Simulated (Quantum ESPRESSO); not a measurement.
CuO:

```
CELL_PARAMETERS angstrom
3.28802 0.00000 0.00000
-1.64401 2.84751 0.00000
0.00000 0.00000 5.38502
ATOMIC_POSITIONS crystal
Cu 0.66667 0.33333 0.00000
Cu 0.33333 0.66667 0.50000
O 0.66667 0.33333 0.62520
O 0.33333 0.66667 0.12520
```

Measurements of this composition are mostly on another form, of space group No. 15.

| Property | Result |
| --- | --- |
| Program | Quantum ESPRESSO 7.5 |
| Task | single point |
| Functional | PBE |
| Potentials or basis | SSSP 1.3 efficiency PBE |
| Cutoff | 748 eV |
| Density cutoff | 5987 eV |
| k mesh | 9 × 9 × 5 |
| Occupations | fermi-dirac, width 0.05 eV |
| Spin | no spin polarisation |

On this cell: pressure -9.4 GPa; largest force 0.074 eV/Å; band gap on the k mesh none (metal or under the smearing width).

The same run follows on a disturbed copy (atoms moved at random, drawn with an rms of 0.05 Å):

```
CELL_PARAMETERS angstrom
3.28802 0.00000 0.00000
-1.64401 2.84751 0.00000
0.00000 0.00000 5.38502
ATOMIC_POSITIONS crystal
Cu 0.67936 0.34198 0.00029
Cu 0.32089 0.66061 0.49451
O 0.65832 0.34545 0.62957
O 0.34802 0.67373 0.13199
```

Question: What does the disturbed cell give?

Answer: The energy (extrapolated to zero smearing) moves by +1.3 meV/atom; pressure -9.3 GPa; largest force 0.211 eV/Å; band gap on the k mesh none (metal or under the smearing width).

Forces in eV/Å, atoms in the order of the input:
```
Cu   0.004 -0.013 -0.134
Cu  -0.041  0.085  0.189
O    0.124 -0.093  0.073
O   -0.087  0.021 -0.127
```

Stress tensor (GPa, compression positive):
```
 -9.97  -0.53   0.01
 -0.53 -10.28  -0.13
  0.01  -0.13  -7.76
```

Caveats: the run has no spin polarisation, though such a crystal can be magnetic; semilocal functionals often make such compounds metallic where correlation or magnetic order opens a gap, which also shifts bond lengths.
